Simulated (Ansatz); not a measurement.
Input:

NaBr (rock salt)

```
CELL_PARAMETERS angstrom
      0.00000     5.94759     5.94759
      2.97379     0.00000     2.97379
      2.97379     2.97379     0.00000
ATOMIC_POSITIONS crystal
  Br 0.00000 0.00000 0.00000
  Br 0.50000 0.00000 0.00000
  Na 0.25000 0.50000 0.50000
  Na 0.75000 0.50000 0.50000
```

In each cell atom 4 (Na, nearest neighbour Br at 2.974 Å; its periodic images, 4.2 Å or more away, move with it) moves by s·(0.000, 0.000, 1.000) (along Cartesian z), the rest being held.

The numbers are results of r2SCAN (plane waves to 500 eV, PAW, scalar-relativistic; Ansatz, a quantum-chemistry and plane-wave program), not measurements. k mesh 4×8×8 (Γ-centred), Fermi-Dirac smearing 0.05 eV. Energies are smeared free energies. NaBr was relaxed with its symmetry unable to fall. The zero of ΔE is the undisplaced structure.

The scan covers s from -0.300 to 0.300 Å in 11 points.

Is this a single well or a double well?

A single well with its minimum at or next to zero displacement.

Is the energy the same for equal positive and negative displacements?

Even: the same for both signs. With its periodic images moving along, the atom's site symmetry in this cell is -3m.

What force acts on the atom along the line at s = -0.300 Å?

0.638 eV/Å.

What is the force constant k = d²E/ds² of this move at s = 0?

1.66 eV/Å².

(For displaced atoms, the force is minus the slope of the energy, and its curvature is a force constant, which sets phonon frequencies.)
